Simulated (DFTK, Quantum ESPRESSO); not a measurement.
Given: the input of a run of DFTK 0.8.2 on AlN. Measurements of this composition are mostly on another form, of space group No. 186.

Contents of run.jl:

```julia
using DFTK
using PseudoPotentialData
using Unitful, UnitfulAtomic
using LinearAlgebra, Printf
include("save.jl")
disable_threading()

# lattice vectors are the columns
lattice = austrip(1u"Å") * [           0.0   2.1839935596   2.1839935596;
             2.1839935596            0.0   2.1839935596;
             2.1839935596   2.1839935596            0.0]
symbols   = [:Al, :N]
positions = [[0.0, 0.0, 0.0],
             [0.25, 0.25, 0.25]]
pseudopotentials = PseudoFamily("dojo.nc.sr.pbesol.v0_4_1.standard.upf")
elements = Dict(s => ElementPsp(s, pseudopotentials) for s in unique(symbols))
atoms    = [elements[s] for s in symbols]

build_model(lattice, positions; symmetries=true) =
    model_DFT(lattice, atoms, positions;
              functionals=PBEsol(),
              temperature=austrip(0.05u"eV"),
              smearing=Smearing.FermiDirac(),
              symmetries)
Ecut  = 42.0  # hartree
kgrid = [10, 10, 10]
tol   = 1e-6
to_GPa = ustrip(uconvert(u"GPa", 1u"hartree/bohr^3"))

model = build_model(lattice, positions)
basis = PlaneWaveBasis(model; Ecut, kgrid)
display(basis)
scfres = self_consistent_field(basis;
                               tol,
                               nbandsalg=AdaptiveBands(model; n_bands_converge=9))
display(scfres.energies)
@printf "Fermi level: %.6f eV\n" ustrip(auconvert(u"eV", something(scfres.εF, NaN)))
forces = compute_forces_cart(scfres)
println("Forces (eV/Å)")
for (s, f) in zip(symbols, forces)
    @printf "%-3s %12.6f %12.6f %12.6f\n" s ustrip.(auconvert.(u"eV/Å", f))...
end
stress = compute_stresses_cart(scfres)
println("Stress (GPa)")
display(round.(stress * to_GPa; digits=4))
println("Levels at the first k-point (eV): ", round.(ustrip.(auconvert.(u"eV", scfres.eigenvalues[1][1:scfres.n_bands_converge])); digits=4))
save_scf!(scfres; forces, stress)
```

Potentials or basis: dojo.nc.sr.pbesol.v0_4_1.standard.upf (PBEsol).

Command:

```sh
$ julia --threads=1 run.jl  # save.jl only writes the numbers to a file and isn't shown; printed stress counts tension as positive; times include loading and compiling
```

Q: Translate it to Quantum ESPRESSO 7.5. Potentials or basis there: GBRV 1.5 PBEsol, cutoff 612 eV.

A: As run (cutoffs and basis follow the program's own potentials, and thresholds, step limits or extra output files can differ):

Contents of pw.in:

```
&CONTROL
  calculation = 'scf'
  prefix = 'pwscf'
  outdir = './tmp'
  pseudo_dir = './pseudo'
  tprnfor = .true.
  tstress = .true.
  disk_io = 'low'
/
&SYSTEM
  ibrav = 0
  nat = 2
  ntyp = 2
  ecutwfc = 45
  ecutrho = 360
  nbnd = 9
  occupations = 'smearing'
  smearing = 'fd'
  degauss = 0.00367493
/
&ELECTRONS
  conv_thr = 4d-10
  electron_maxstep = 120
  mixing_beta = 0.5
/
ATOMIC_SPECIES
Al    26.9815 al_pbesol_v1.uspp.F.UPF
N     14.0070 n_pbesol_v1.2.uspp.F.UPF
CELL_PARAMETERS angstrom
   0.0000000000    2.1839935596    2.1839935596
   2.1839935596    0.0000000000    2.1839935596
   2.1839935596    2.1839935596    0.0000000000
ATOMIC_POSITIONS crystal
Al     0.0000000000    0.0000000000    0.0000000000
N      0.2500000000    0.2500000000    0.2500000000
K_POINTS automatic
10 10 10 0 0 0
```

The input pp_density.in:

```
&INPUTPP
  prefix = 'pwscf'
  outdir = './tmp'
  filplot = 'density.dat'
  plot_num = 0
/
&PLOT
  nfile = 1
  filepp(1) = 'density.dat'
  iflag = 3
  output_format = 6
  fileout = 'density.cube'
/
```

pp_potential.in

```
&INPUTPP
  prefix = 'pwscf'
  outdir = './tmp'
  filplot = 'potential.dat'
  plot_num = 11
/
&PLOT
  nfile = 1
  filepp(1) = 'potential.dat'
  iflag = 3
  output_format = 6
  fileout = 'potential.cube'
/
```

Potentials or basis: GBRV 1.5 PBEsol.

Launch:

```sh
$ OMP_NUM_THREADS=1 mpirun -n 2 pw.x -nk 2 -in pw.in > pw.out
$ OMP_NUM_THREADS=1 mpirun -n 1 pp.x -in pp_density.in > pp_density.out
$ OMP_NUM_THREADS=1 mpirun -n 1 pp.x -in pp_potential.in > pp_potential.out
```

Both were run:

|  | DFTK | Quantum ESPRESSO |
| --- | --- | --- |
| Pressure | 1.2 GPa | 1.7 GPa |

Pressure is positive in compression.
